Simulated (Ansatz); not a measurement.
Rh: computed properties

Method: DFT r2SCAN, scalar-relativistic, plane waves, PAW (Ansatz 0.2.0).

Settings: cutoff 500 eV, Γ-centred mesh 18×18×6 on the computed 4-atom cell, Gaussian smearing of 0.10 eV; no spin polarisation.

The structure is relaxed at this level of theory with its symmetry kept. This form isn't the element's structure at ambient conditions.

```
CELL_PARAMETERS angstrom
2.68885 0.00000 0.00000
-1.34442 2.32861 0.00000
0.00000 0.00000 8.77740
ATOMIC_POSITIONS crystal
Rh 0.00000 0.00000 0.00000
Rh 0.33333 0.66667 0.25000
Rh 0.00000 0.00000 0.50000
Rh 0.66667 0.33333 0.75000
```

| Item | Value |
| --- | --- |
| Space group | P6_3/mmc (No. 194) |
| Volume per atom | 13.74 Å³ |
| Formation energy from the elements' standard states (uncorrected) | +0.023 eV/atom |
| Generalised Kohn–Sham band gap | none (metal) |
| Density of states at the Fermi level | 5.66 states/eV per cell |
| Löwdin character within 0.5 eV of the Fermi level | Rh 4d 96 % |
| Bulk modulus | 281 GPa |
| Its pressure derivative | 5.2 |
| Bader charges (e) | Rh (2 in the cell) 0.01, Rh (2 in the cell) -0.01 |